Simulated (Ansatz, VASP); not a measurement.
# One calculation of Ba, two programs

```xyz
2
Lattice="4.2329 0.0000 0.0000 -2.1164 3.6658 0.0000 0.0000 0.0000 6.9114" Properties=species:S:1:pos:R:3 pbc="T T T"
Ba    0.0000    2.4439    1.7278
Ba    2.1164    1.2219    5.1835
```

Change from the starting cell: volume scaled by 0.84, PAW files.

Alike in both runs: task single point; functional PBE; k mesh 10 × 10 × 6; occupations fermi-dirac, width 0.1 eV; no spin polarisation.

```csv
,VASP,Ansatz
version,VASP 6.6.1,Ansatz 0.2.0
potentials or method,"VASP PAW PBE potentials, release 64 (Ba_sv)","PAW with Ansatz's default frozen-core files, scalar-relativistic"
plane-wave cutoff (eV),520,420
valence electrons in the cell,20,20
```

```csv
,VASP,Ansatz,Ansatz less VASP
pressure (GPa),1.9,1.7,-0.13
largest component of the traceless stress (GPa),0.07,0.07,+0.003
```

The runs have no spin-orbit coupling, so splittings on Ba are missing.
